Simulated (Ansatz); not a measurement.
# How much does W in Au(111), 2x2 scatter?, part 2 of 3

Wanted: the reflection from a plane of defects, W in Au(111), 2x2, and the resistivity it implies.

Ansatz 0.2.0; Ansatz plane-wave DFT, PBE, PAW files; ballistic transport by layer matching (Landauer), zero bias; PAW set soft_1 (the session's first sound run).

So far, resistivity per at.% scaled from this dense plane, with the factor 3/4 for isotropic scattering (µΩ cm): step 3 (resistance at ideal sites) 25.4.

## Step 4: Relaxing the neighbours

The neighbours of the defect are let go while the lead's layers stay on their sites, since a lead must repeat to 0.01 Å.

This step: Ansatz plane-wave DFT, PBE, PAW files; relaxation with the lead's layers held; PAW set soft_1 (Ansatz 0.2.0).

The input, input.yaml:

```yaml
crystal:
  lattice:
    - [5.7675164607, 0.0, 0.0]
    - [-2.8837582304, 4.9948157718, 0.0]
    - [-1.4418791152, 0.8324692953, 25.9003660885]
  atoms:
    - { symbol: Au, position: [0.0075757576, 0.9924242424, 0.0454545455] }
    - { symbol: Au, position: [0.0075757576, 0.4924242424, 0.0454545455] }
    - { symbol: Au, position: [0.5075757576, 0.9924242424, 0.0454545455] }
    - { symbol: Au, position: [0.5075757576, 0.4924242424, 0.0454545455] }
    - { symbol: Au, position: [0.1893939394, 0.3106060606, 0.1363636364] }
    - { symbol: Au, position: [0.1893939394, 0.8106060606, 0.1363636364] }
    - { symbol: Au, position: [0.6893939394, 0.3106060606, 0.1363636364] }
    - { symbol: Au, position: [0.6893939394, 0.8106060606, 0.1363636364] }
    - { symbol: Au, position: [0.3712121212, 0.1287878788, 0.2272727273] }
    - { symbol: Au, position: [0.3712121212, 0.6287878788, 0.2272727273] }
    - { symbol: Au, position: [0.8712121212, 0.1287878788, 0.2272727273] }
    - { symbol: Au, position: [0.8712121212, 0.6287878788, 0.2272727273] }
    - { symbol: Au, position: [0.053030303, 0.946969697, 0.3181818182] }
    - { symbol: Au, position: [0.053030303, 0.446969697, 0.3181818182] }
    - { symbol: Au, position: [0.553030303, 0.946969697, 0.3181818182] }
    - { symbol: Au, position: [0.553030303, 0.446969697, 0.3181818182] }
    - { symbol: Au, position: [0.2348484848, 0.2651515152, 0.4090909091] }
    - { symbol: Au, position: [0.2348484848, 0.7651515152, 0.4090909091] }
    - { symbol: Au, position: [0.7348484848, 0.2651515152, 0.4090909091] }
    - { symbol: Au, position: [0.7348484848, 0.7651515152, 0.4090909091] }
    - { symbol: W, position: [0.4166666667, 0.0833333333, 0.5] }
    - { symbol: Au, position: [0.4166666667, 0.5833333333, 0.5] }
    - { symbol: Au, position: [0.9166666667, 0.0833333333, 0.5] }
    - { symbol: Au, position: [0.9166666667, 0.5833333333, 0.5] }
    - { symbol: Au, position: [0.0984848485, 0.9015151515, 0.5909090909] }
    - { symbol: Au, position: [0.0984848485, 0.4015151515, 0.5909090909] }
    - { symbol: Au, position: [0.5984848485, 0.9015151515, 0.5909090909] }
    - { symbol: Au, position: [0.5984848485, 0.4015151515, 0.5909090909] }
    - { symbol: Au, position: [0.2803030303, 0.2196969697, 0.6818181818] }
    - { symbol: Au, position: [0.2803030303, 0.7196969697, 0.6818181818] }
    - { symbol: Au, position: [0.7803030303, 0.2196969697, 0.6818181818] }
    - { symbol: Au, position: [0.7803030303, 0.7196969697, 0.6818181818] }
    - { symbol: Au, position: [0.4621212121, 0.0378787879, 0.7727272727] }
    - { symbol: Au, position: [0.4621212121, 0.5378787879, 0.7727272727] }
    - { symbol: Au, position: [0.9621212121, 0.0378787879, 0.7727272727] }
    - { symbol: Au, position: [0.9621212121, 0.5378787879, 0.7727272727] }
    - { symbol: Au, position: [0.1439393939, 0.8560606061, 0.8636363636] }
    - { symbol: Au, position: [0.1439393939, 0.3560606061, 0.8636363636] }
    - { symbol: Au, position: [0.6439393939, 0.8560606061, 0.8636363636] }
    - { symbol: Au, position: [0.6439393939, 0.3560606061, 0.8636363636] }
    - { symbol: Au, position: [0.3257575758, 0.1742424242, 0.9545454545] }
    - { symbol: Au, position: [0.3257575758, 0.6742424242, 0.9545454545] }
    - { symbol: Au, position: [0.8257575758, 0.1742424242, 0.9545454545] }
    - { symbol: Au, position: [0.8257575758, 0.6742424242, 0.9545454545] }
kpoints:
  mp_grid: { grid: [5, 5, 1] }
hamiltonian:
  xc: pbe
  pseudopotentials: { kind: paw, azcp: { folder: soft_1 } }
scf:
  occupations: { method: fermi_dirac, width: 0.1 }
relax:
  f_tol: 0.03
  max_steps: 40
  constraints:
    - { sites: [0, 1, 2, 3, 4, 5, 6, 7, 8, 9, 10, 11, 32, 33, 34, 35, 36, 37, 38, 39, 40, 41, 42, 43] }
```

Started as:

```
ansatz run input.yaml --threads 4 --pin off --max-ram 15360MiB --backend cpu --events-out ev --progress --plain --runs-dir out
```

Numbers of over 12 decimals in the logs are rounded to 6 here.

What it wrote:

```text
[...]
Crystal: 44 atoms, lattice volume = 746.130 Å³
Basis set: ecut = 420 eV, 14649 PW (Γ), exchange–correlation on 80×80×360 points (8 copies of the dense FFT grid, shifted against one another)
Bands: 499, of which v1, the nominal top of the filled ones, is band 416 counted from 1 (415 counted from 0)
Symmetry: 4 space group operations
[...]
k-points: 9 of 25
[...]
SCF iter   1: F=—  HF=-575908.886003 eV  |F-HF|=—  |Δ(HF+E_count)|=         —  Δρ=9.24e-2  dr2=6.46e2  ethr=3.10e-3  ⟨swp⟩=4.1  Hψ=13363  notcnv=0  defer=114
[...]
SCF iter  10: F=-575884.318644 eV  HF=-575884.318651 eV  |F-HF|=7.82e-6  |Δ(HF+E_count)|=   3.65e-6  Δρ=1.21e-5  dr2=8.53e-6  ethr=2.71e-9  ⟨swp⟩=3.1  Hψ=11508  notcnv=0
SCF 1 converged in 10 iterations: F = -575884.318644 eV  dr2 = 8.53e-6
[...]
relax step   1: F+E_penalty+E_count = -575884.31864365 eV  Δ(F+E_penalty+E_count) = +0.000e0 eV  max|allowed force component| = 3.507e-1 eV/Å  Δτ_max = 0.0000 Å  (10 SCF iters, dr2 threshold 2.25e-5 eV, accepted)
[...]
iter 1 solved again at ethr=5.05e-5 eV; its pass at ethr=3.10e-3 eV (dr2=4.19e-1 eV) is discarded
[...]
SCF iter   7: F=-575884.250266 eV  HF=-575884.250268 eV  |F-HF|=1.77e-6  |Δ(HF+E_count)|=   1.51e-7  Δρ=5.37e-6  dr2=1.91e-6  ethr=9.25e-10  ⟨swp⟩=3.0  Hψ=11589  notcnv=0
SCF 2 converged in 7 iterations: F = -575884.250266 eV  dr2 = 1.91e-6
[...]
relax step   2: F+E_penalty+E_count = -575884.25026580 eV  Δ(F+E_penalty+E_count) = +6.838e-2 eV  max|allowed force component| = 5.532e-1 eV/Å  Δτ_max = 0.1283 Å  (7 SCF iters, dr2 threshold 7.69e-6 eV, rejected (line search))
SCF iter   1: F=—  HF=-575884.409209 eV  |F-HF|=—  |Δ(HF+E_count)|=         —  Δρ=3.31e-3  dr2=8.55e-2  ethr=1.19e-4  ⟨swp⟩=5.3  Hψ=9458  notcnv=0  defer=467
[...]
SCF iter  10: F=-575884.394933 eV  HF=-575884.394933 eV  |F-HF|=3.26e-9  |Δ(HF+E_count)|=   7.68e-9  Δρ=3.10e-7  dr2=3.71e-9  ethr=1.20e-11  ⟨swp⟩=2.0  Hψ=10422  notcnv=0
SCF 3 converged in 10 iterations: F = -575884.394933 eV  dr2 = 3.71e-9
relax step   3: F+E_penalty+E_count = -575884.39493272 eV  Δ(F+E_penalty+E_count) = -7.629e-2 eV  max|allowed force component| = 3.262e-2 eV/Å  Δτ_max = 0.0567 Å  (10 SCF iters, accepted)
SCF iter   1: F=—  HF=-575884.394628 eV  |F-HF|=—  |Δ(HF+E_count)|=         —  Δρ=2.00e-4  dr2=2.78e-4  ethr=6.43e-7  ⟨swp⟩=4.6  Hψ=8142  notcnv=0  defer=496
[...]
SCF iter   6: F=-575884.395304 eV  HF=-575884.395304 eV  |F-HF|=6.05e-9  |Δ(HF+E_count)|=  9.31e-10  Δρ=3.29e-7  dr2=6.37e-9  ethr=5.55e-12  ⟨swp⟩=1.9  Hψ=9127  notcnv=0
SCF 4 converged in 6 iterations: F = -575884.395304 eV  dr2 = 6.37e-9
relax step   4: F+E_penalty+E_count = -575884.39530409 eV  Δ(F+E_penalty+E_count) = -3.714e-4 eV  max|allowed force component| = 3.364e-3 eV/Å  Δτ_max = 0.0078 Å  (6 SCF iters, accepted)
SCF converged after 6 iterations
Free energy (F): -575884.395304 eV
[...]
Internal energy: -575883.708398 eV  (E = F + TS)
E sigma→0 (E₀):  -575884.051851 eV
Entropy (-TS):   -0.686906 eV (-15.612 meV/atom)
Fermi energy:    20.736940 eV
[...]
--- Forces (eV/Å), atoms counted from 1 ---
  atom   1  Au    -0.00070444     0.00474676    -0.00223709
  atom   2  Au     0.00459635    -0.00265371    -0.02000373
  atom   3  Au    -0.00205007     0.00118361     0.00913832
  atom   4  Au    -0.00446303    -0.00176331    -0.00223709
  atom   5  Au    -0.00347858     0.00200836     0.02014521
  atom   6  Au    -0.00249380    -0.00502139     0.01045334
  atom   7  Au     0.00310175     0.00467039     0.01045334
  atom   8  Au     0.00416476    -0.00240453    -0.03651823
  atom   9  Au     0.00491711    -0.00283889    -0.01250196
  atom  10  Au    -0.01207628    -0.00439495     0.06007546
  atom  11  Au    -0.00223200     0.01265584     0.06007546
  atom  12  Au     0.01451572    -0.00838065     0.05809836
  atom  13  Au     0.00099077     0.00014347     0.00051888
  atom  14  Au     0.00106095    -0.00061254     0.00032665
  atom  15  Au    -0.00318262     0.00183749     0.00026109
  atom  16  Au     0.00037114    -0.00092977     0.00051888
  atom  17  Au     0.00307710    -0.00177657    -0.00022815
  atom  18  Au     0.00063180     0.00141347    -0.00336361
  atom  19  Au    -0.00090820    -0.00125389    -0.00336361
  atom  20  Au    -0.00174394     0.00100687    -0.00142969
  atom  21  W      0.00000000     0.00000000     0.00000000
  atom  22  Au     0.00000000    -0.00000000     0.00000000
  atom  23  Au    -0.00000000     0.00000000     0.00000000
  atom  24  Au     0.00000000     0.00000000     0.00000000
  atom  25  Au     0.00090820     0.00125389     0.00336361
  atom  26  Au     0.00174394    -0.00100687     0.00142969
  atom  27  Au    -0.00307710     0.00177657     0.00022815
  atom  28  Au    -0.00063180    -0.00141347     0.00336361
  atom  29  Au     0.00318262    -0.00183749    -0.00026109
  atom  30  Au    -0.00037114     0.00092977    -0.00051888
  atom  31  Au    -0.00099077    -0.00014347    -0.00051888
  atom  32  Au    -0.00106095     0.00061254    -0.00032665
  atom  33  Au    -0.00491711     0.00283889     0.01250196
  atom  34  Au     0.01207628     0.00439495    -0.06007546
  atom  35  Au     0.00223200    -0.01265584    -0.06007546
  atom  36  Au    -0.01451572     0.00838065    -0.05809836
  atom  37  Au    -0.00310175    -0.00467039    -0.01045334
  atom  38  Au    -0.00416476     0.00240453     0.03651823
  atom  39  Au     0.00347858    -0.00200836    -0.02014521
  atom  40  Au     0.00249380     0.00502139    -0.01045334
  atom  41  Au     0.00205007    -0.00118361    -0.00913832
  atom  42  Au     0.00446303     0.00176331     0.00223709
  atom  43  Au     0.00070444    -0.00474676     0.00223709
  atom  44  Au    -0.00459635     0.00265371     0.02000373
  max |Σ_I F_I| component: 3.47e-18 eV/Å
--- Relaxed structure (4 steps of the walk, 3 accepted, 0 SCFs on fresh bases) ---
  F+E_penalty+E_count = -575884.39530409 eV   max|allowed force component| = 3.364e-3 eV/Å
  atoms:
    - { symbol: Au, position: [0.00757576, 0.992424, 0.045455] }
    - { symbol: Au, position: [0.00757576, 0.492424, 0.045455] }
    - { symbol: Au, position: [0.507576, 0.992424, 0.045455] }
    - { symbol: Au, position: [0.507576, 0.492424, 0.045455] }
    - { symbol: Au, position: [0.189394, 0.310606, 0.1363636364] }
    - { symbol: Au, position: [0.189394, 0.810606, 0.136364] }
    - { symbol: Au, position: [0.689394, 0.310606, 0.136364] }
    - { symbol: Au, position: [0.689394, 0.810606, 0.136364] }
    - { symbol: Au, position: [0.371212, 0.128788, 0.227273] }
    - { symbol: Au, position: [0.371212, 0.628788, 0.227273] }
    - { symbol: Au, position: [0.871212, 0.128788, 0.227273] }
    - { symbol: Au, position: [0.871212, 0.628788, 0.227273] }
    - { symbol: Au, position: [0.054499, 0.946988, 0.318339] }
    - { symbol: Au, position: [0.053703, 0.446297, 0.319628] }
    - { symbol: Au, position: [0.552844, 0.947156, 0.318307] }
    - { symbol: Au, position: [0.553012, 0.445501, 0.318339] }
    - { symbol: Au, position: [0.237638, 0.262362, 0.411044] }
    - { symbol: Au, position: [0.237614, 0.768094, 0.411088] }
    - { symbol: Au, position: [0.731906, 0.262386, 0.411088] }
    - { symbol: Au, position: [0.735060, 0.764940, 0.407635] }
    - { symbol: W, position: [0.416667, 0.083333, 0.500000] }
    - { symbol: Au, position: [0.416667, 0.583333, 0.500000] }
    - { symbol: Au, position: [0.916667, 0.083333, 0.500000] }
    - { symbol: Au, position: [0.916667, 0.583333, 0.500000] }
    - { symbol: Au, position: [0.101428, 0.904281, 0.588912] }
    - { symbol: Au, position: [0.098273, 0.401727, 0.592365] }
    - { symbol: Au, position: [0.595696, 0.904304, 0.588956] }
    - { symbol: Au, position: [0.595719, 0.398572, 0.588912] }
    - { symbol: Au, position: [0.280489, 0.219511, 0.681693] }
    - { symbol: Au, position: [0.280321, 0.721165, 0.681661] }
    - { symbol: Au, position: [0.778835, 0.219679, 0.681661] }
    - { symbol: Au, position: [0.779631, 0.720369, 0.680372] }
    - { symbol: Au, position: [0.462121, 0.037879, 0.772727] }
    - { symbol: Au, position: [0.462121, 0.537879, 0.772727] }
    - { symbol: Au, position: [0.962121, 0.037879, 0.772727] }
    - { symbol: Au, position: [0.962121, 0.537879, 0.772727] }
    - { symbol: Au, position: [0.143939, 0.856061, 0.863636] }
    - { symbol: Au, position: [0.143939, 0.356061, 0.863636] }
    - { symbol: Au, position: [0.643939, 0.856061, 0.863636] }
    - { symbol: Au, position: [0.643939, 0.356061, 0.863636] }
    - { symbol: Au, position: [0.325758, 0.174242, 0.954545] }
    - { symbol: Au, position: [0.325758, 0.674242, 0.954545] }
    - { symbol: Au, position: [0.825758, 0.174242, 0.954545] }
    - { symbol: Au, position: [0.825758, 0.674242, 0.954545] }
```

Run time: 4.8 min. Hardware: 4 threads of Arm Neoverse V1, shared host; peak memory 6.6 GiB; 19 min of CPU time.

Step by step:

```
step  energy less that of the first step (eV)  largest force component (eV/Å)
   1                                   0.0000                          0.3507
   2                                   0.0684                          0.5532
   3                                  -0.0763                          0.0326
   4                                  -0.0767                          0.0034
```

Relaxation step 2 was tried and not accepted.

Forces are held to the 4 operations that the run works with; a distortion that breaks them can't arise in this run.

The atoms that moved most (Å):

```
atom      dx      dy      dz  length
Au17   0.021  -0.012   0.051   0.056
Au27  -0.021   0.012  -0.051   0.056
Au19  -0.012  -0.012   0.052   0.054
Au18   0.005   0.016   0.052   0.054
Au25   0.012   0.012  -0.052   0.054
Au28  -0.005  -0.016  -0.052   0.054
Au26  -0.004   0.002   0.038   0.038
Au20   0.004  -0.002  -0.038   0.038
```

Numbers from this step:

```
free energy             : -575884.3953 eV
energy at zero smearing : -575884.0519 eV
```

The largest force component on a free atom ends at 0.0034 eV/Å, under the tolerance of 0.03, after 4 steps.

(Part 2 of 3 ends here.)

[Logs are printed without paths, hosts, clocks, repeated set-up lines and the standing remarks that a program may print on its own settings, such as how far it seeks lower states.]

[Hosts, paths, dates, database ids (printed as entryN), source tags and the programs' standing remarks are cut or masked in the printed files.]
